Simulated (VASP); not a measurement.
# Settings for WS₂: relaxation of the atoms

WS₂, P1 (no. 1), 6 atoms in the cell. PBEsol; PAW potentials W_sv, S (PBE set). VASP 6.6.1.

Wanted: energy within 2 meV/atom; shortest distances from each atom, periodic images included within 0.005 Å.

What the run is for: geometry; Accuracy asked: standard.

POSCAR:
```
WS2
1.0
    3.1800000000      0.0000000000      0.0000000000
   -1.5900000000      2.7539607840      0.0000000000
    0.0000000000      0.0000000000     12.5000000000
W S
2 4
Direct
    0.6592190000      0.3412190000      0.7562100000
    0.2777620000      0.6323860000      0.2528270000
    0.6739750000      0.3131560000      0.3881350000
    0.3040310000      0.6607420000      0.8764250000
    0.6461880000      0.3575230000      0.1189650000
    0.3101400000      0.6465260000      0.6248530000
```

The series start from Plane-wave cutoff (eV): 340; k-point mesh: 5 × 5 × 2; Ionic threshold (EDIFFG): -0.01; Electronic threshold (eV): 1e-6; Precision mode (PREC): Accurate; Relaxation algorithm: IBRION=2; Electronic steps between moves: NELMIN=4 ALGO=Normal. Each series keeps the choices made before it, and each single choice may use up half of a tolerance.

## Plane-wave cutoff (eV)

| Plane-wave cutoff (eV) | Energy less reference (meV/atom) | Shortest distances from each atom, periodic images included, largest deviation (Å) | SCF iterations | Time (s) |
|---|---|---|---|---|
| 230 | 24.9 | 0.0032 | 96 | 29 |
| 260 | 9.9 | 0.0017 | 96 | 43 |
| 300 | 3.3 | 0.0007 | 96 | 43 |
| 340 | 1.1 | 0.0003 | 96 | 73 |
| 420 | 0.2 | 0.0000 | 96 | 70 |
| 520 (reference) | 0.0 | 0.0000 | 96 | 82 |

Chosen: 420, the loosest value from which every tighter one stays within half of the tolerance.

## k-point mesh

| k-point mesh | Energy less reference (meV/atom) | Shortest distances from each atom, periodic images included, largest deviation (Å) | SCF iterations | Time (s) |
|---|---|---|---|---|
| 3 × 3 × 1 | 17.3 | 0.0230 | 96 | 28 |
| 4 × 4 × 1 | -13.6 | 0.0071 | 96 | 47 |
| 5 × 5 × 2 | -0.2 | 0.0001 | 96 | 70 |
| 7 × 7 × 2 | -0.4 | 0.0002 | 97 | 107 |
| 8 × 8 × 2 (reference) | 0.0 | 0.0000 | 97 | 121 |

Chosen: 5 × 5 × 2.

## Ionic threshold (EDIFFG)

| Ionic threshold (EDIFFG) | Energy less reference (meV/atom) | Shortest distances from each atom, periodic images included, largest deviation (Å) | Time (s) |
|---|---|---|---|
| -0.1 | 0.0 | 0.0028 | 56 |
| -0.05 | 0.0 | 0.0011 | 58 |
| -0.02 | 0.0 | 0.0005 | 61 |
| -0.01 | 0.0 | 0.0005 | 70 |
| -0.005 | 0.0 | 0.0001 | 73 |
| -0.002 (reference) | 0.0 | 0.0000 | 146 |

Chosen: -0.05.

## Electronic threshold (eV)

| Electronic threshold (eV) | Energy less reference (meV/atom) | Shortest distances from each atom, periodic images included, largest deviation (Å) | SCF iterations | Time (s) |
|---|---|---|---|---|
| 0.0001 | 0.0 | 0.0001 | 60 | 43 |
| 1e-5 | 0.0 | 0.0001 | 71 | 51 |
| 1e-6 | 0.0 | 0.0001 | 88 | 58 |
| 1e-7 (reference) | 0.0 | 0.0000 | 101 | 66 |

Chosen: 0.0001.

## Precision mode (PREC)

| Precision mode (PREC) | Energy less reference (meV/atom) | Shortest distances from each atom, periodic images included, largest deviation (Å) | SCF iterations | Time (s) |
|---|---|---|---|---|
| Normal | 0.0 | 0.0000 | 60 | 22 |
| Accurate (reference) | 0.0 | 0.0000 | 60 | 43 |

Chosen: Normal.

## Relaxation algorithm

| Relaxation algorithm | Energy less reference (meV/atom) | Shortest distances from each atom, periodic images included, largest deviation (Å) | SCF iterations | Time (s) |
|---|---|---|---|---|
| IBRION=2 | 0.0 | 0.0000 | 60 | 22 |
| IBRION=2 POTIM=0.2 | 0.0 | 0.0009 | 54 | 20 |
| IBRION=2 POTIM=0.8 | 0.0 | 0.0003 | 70 | 24 |
| IBRION=1 | 0.0 | 0.0017 | 40 | 14 |
| IBRION=1 POTIM=0.2 | 0.0 | 0.0019 | 47 | 17 |
| IBRION=1 POTIM=0.3 NFREE=10 | 0.0 | 0.0024 | 42 | 16 |
| IBRION=3 POTIM=0.2 SMASS=0.4 | 0.0 | 0.0024 | 104 | 43 |
| IBRION=3 POTIM=0.3 | 0.0 | 0.0012 | 57 | 22 |

Chosen: IBRION=1, the fastest of those that stay within half of the tolerance.

## Electronic steps between moves

| Electronic steps between moves | Energy less reference (meV/atom) | Shortest distances from each atom, periodic images included, largest deviation (Å) | SCF iterations | Time (s) |
|---|---|---|---|---|
| NELMIN=4 ALGO=Normal | 0.0 | 0.0000 | 40 | 14 |
| ALGO=Normal | 0.0 | 0.0000 | 39 | 15 |
| NELMIN=4 MAXMIX=40 ALGO=Normal | 0.0 | 0.0006 | 39 | 16 |
| NELMIN=4 ALGO=Fast | 0.0 | 0.0017 | 48 | 17 |
| NELMIN=4 MAXMIX=40 ALGO=Fast | 0.0 | 0.0024 | 49 | 16 |

Chosen: NELMIN=4 ALGO=Normal; no other choice that stays within half of the tolerance saves 30 % of the time.

## All choices together

| Input | Energy less reference (meV/atom) | Shortest distances from each atom, periodic images included, largest deviation (Å) | Time (s) |
|---|---|---|---|
| the program's defaults (naive) | 11.9 | 0.0013 | 14 |
| chosen settings | 0.0 | 0.0025 | 14 |
| reference settings throughout | 0.0 | 0.0000 | 304 |

The tolerance is met.

## The input

INCAR:
```
  GGA = PS
  ISMEAR = 0
  SIGMA = 0.03
  LWAVE = False
  LCHARG = False
  ISIF = 2
  NSW = 120
  PREC = Normal
  LASPH = True
  LREAL = False
  ALGO = Normal
  EDIFF = 1E-4
  NELM = 120
  GGA_COMPAT = False
  IBRION = 1
  EDIFFG = -0.05
  NELMIN = 4
  ENCUT = 420
  EFERMI = MIDGAP
  KPAR = 8
```

KPOINTS:
```
Automatic mesh
0
Gamma
  5 5 2
  0 0 0
```

Commands:
```
cat potpaw_PBE.64/W_sv/POTCAR potpaw_PBE.64/S/POTCAR > POTCAR
mpirun -np 8 vasp_std > vasp.out
```

The chosen input took VASP 6.6.1 14 s on 8 cores (Intel Xeon Platinum 8488C (Sapphire Rapids)), a shared host.

## An input that fails: ionic step far too long

VASP's message: internal error in: us.F  at line: 1398 internal ERROR SETYLM_AUG: -6 7 234 34 -7 6 6 If you are not a developer, you should not encounter this problem. Please submit a bug report.

Changes against the starting input:
```
- NSW = 120
- NELM = 120
- IBRION = 2
+ NSW = 30
+ NELM = 55
+ IBRION = 1
+ POTIM = 2.0
```
